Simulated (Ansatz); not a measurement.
**Stationary points along a deformation path in AlN**

These are results of DFT r2SCAN, scalar-relativistic, plane waves, PAW in Ansatz 0.2.0, not measurements. The runs took a 500 eV cutoff, a Γ-centred 10×10×10 mesh and Gaussian smearing (0.05 eV). No spin polarisation. Energies are free energies at this smearing, counted from the undisturbed cell; pressure is positive in compression.

The undisturbed cell (as given, not relaxed at this level; it stands at 0.3 GPa; this zinc-blende form isn't the usual structure):

```
Al N
1.0
     0.00000    2.18399    2.18399
     2.18399    0.00000    2.18399
     2.18399    2.18399    0.00000
Al N
1 1
Direct
  0.00000 0.00000 0.00000
  0.75000 0.75000 0.75000
```

At fixed volume and fractional coordinates, lengths along (0.577, 0.577, 0.577) are scaled against those across it; ρ is that ratio over its starting value. V = 10.417 Å³/atom. Δσ is the stress along the axis less the mean stress across it (compression positive).

| ρ | ΔE (meV/atom) | Δσ (GPa) | space group |
| --- | --- | --- | --- |
| 0.500 | 7723.3 | 658.70 | R3m |
| 0.600 | 3623.9 | 391.20 | R3m |
| 0.710 | 1446.0 | 216.54 | R3m |
| 0.850 | 292.4 | 86.70 | R3m |
| 0.930 | 55.6 | 36.01 | R3m |
| 1.000 | 0.0 | 0.00 | F-43m |
| 1.080 | 58.3 | -34.38 | R3m |
| 1.200 | 312.9 | -76.17 | R3m |
| 1.410 | 1038.0 | -128.58 | R3m |
| 1.700 | 2168.4 | -140.16 | R3m |
| 2.000 | 3101.4 | -121.49 | R3m |

Q: How does the stress give the slope of the energy, and where is the energy stationary?

A: Along the path d ln(length) is 2/3 d ln ρ on the axis and −1/3 d ln ρ across it, so dE/d ln ρ = −(2/3) V Δσ: the energy falls with ρ where Δσ is positive. Δσ vanishes or changes sign at ρ = 1.000 (F-43m), a minimum at 0.0 meV/atom. Pairs of stationary points between two samples would go unseen, and could change a minimum read from distant neighbours into a maximum. At ρ = 1.000 the cell is cubic, where symmetry alone makes the stress isotropic and the slope zero.

Q: Which shear constant sets the curvature at ρ = 1?

A: For a cubic crystal E/V = (2/3) C (ln ρ)² with C = C44, so Δσ = −2C ln ρ. The parabola of Δσ against ln ρ through ρ = 0.930, 1 and 1.080 gives C ≈ 236 GPa with the ions clamped, rough because the steps are large.

Forces appear on the atoms along this scan, and letting them relax would lower the energy and soften the response. The gap closes along the scan, which can put kinks into the curve.